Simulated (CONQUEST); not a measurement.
The system is HfC.

```xyz
4
Lattice="3.2880 0.0000 0.0000 0.0000 3.2880 0.0000 0.0000 0.0000 4.6500" Properties=species:S:1:pos:R:3 pbc="T T T"
Hf    0.0000    0.0000    2.3250
Hf    1.6440    1.6440    0.0000
C     0.0000    0.0000    0.0000
C     1.6440    1.6440    2.3250
```

| Property | Result |
| --- | --- |
| Program | CONQUEST 1.3 |
| Task | single point |
| Functional | PBEsol |
| Potentials or basis | PseudoDojo NC PBEsol, DZP, grid cutoff 120 Ha |
| k mesh | 8 × 8 × 6 |
| Occupations | fermi-dirac, width 0.05 eV |
| Spin | no spin polarisation |

On this cell: pressure -5.1 GPa; largest force zero by symmetry; band gap on the k mesh none (metal or under the smearing width).

The same run follows on a disturbed copy (atoms moved at random, drawn with an rms of 0.05 Å):

```
Hf C
1.0
     3.28805    0.00000    0.00000
     0.00000    3.28805    0.00000
     0.00000    0.00000    4.65000
Hf C
2 2
Direct
  0.48694 0.49020 0.99852
  0.98694 0.99020 0.49852
  0.49829 0.48552 0.50462
  0.99829 0.98552 0.00462
```

Task: What changes?

Result: The energy (extrapolated to zero smearing) moves by +5.2 meV/atom; pressure -4.8 GPa; largest force 0.426 eV/Å; band gap on the k mesh none (metal or under the smearing width).

Forces in eV/Å, atoms in the order of the input:
```
Hf   0.320 -0.137  0.245
Hf   0.320 -0.137  0.245
C   -0.312  0.133 -0.230
C   -0.312  0.133 -0.230
```

The forces don't sum to zero, so they hold noise of the program's grid.

Caveats: the box holds several primitive cells, so bands are folded and the points are those of the box's own zone; the basis of atomic orbitals isn't converged, which shifts pressures, moduli and gaps.
